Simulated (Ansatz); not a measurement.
Ge:

```
Ge
1.0
    -1.60842    1.60842    1.87318
     1.60842   -1.60842    1.87318
     1.60842    1.60842   -1.87318
Ge
1
Direct
  0.50000 0.50000 0.00000
```

The cell was built by a generator and needn't be a form met in nature.

* Program: Ansatz 0.2.0
* Task: relaxation of cell and atoms
* Functional: LDA
* Potentials or basis: Ansatz PAW
* Cutoff: 420 eV (not typed: the program's choice for these potentials)
* k mesh: 12 × 12 × 12
* Occupations: fermi-dirac, width 0.05 eV
* Spin: no spin polarisation

At the start: volume 19.38 Å³/atom.

**Question.** How do energy, volume and symmetry change on relaxing?

**Answer.** It ends after 11 steps and the volume is 18.09 Å³/atom (-6.7 %); space group I4/mmm (No. 139, to 0.05 Å).

Step by step:
```tsv
step	energy change (eV)	largest force (eV/Å)	volume (Å³)
1	0.0000	0.0000	19.38
2	-0.0170	0.0000	17.78
3	-0.0183	0.0000	18.15
4	-0.0184	0.0000	18.12
5	-0.0189	0.0000	17.96
6	-0.0189	0.0000	17.75
7	-0.0200	0.0000	17.95
8	-0.0202	0.0000	18.12
9	-0.0202	0.0000	18.09
10	-0.0202	0.0000	18.09
11	-0.0199	0.0000	18.09
```

Final structure:
```yaml
crystal:
  lattice:
    - [-1.54183, 1.54183, 1.90278]
    - [1.54183, -1.54183, 1.90278]
    - [1.54183, 1.54183, -1.90278]
  atoms:
    - { symbol: Ge, position: [0.50000, 0.50000, 0.00000] }
```

Caveat: the plane-wave basis is chosen anew once the cell has moved, so the energies of steps on either side of that aren't comparable; the PAW data sets come from PBE, with cores solved anew for the run's functional, which leaves a small shift of forces and pressure.
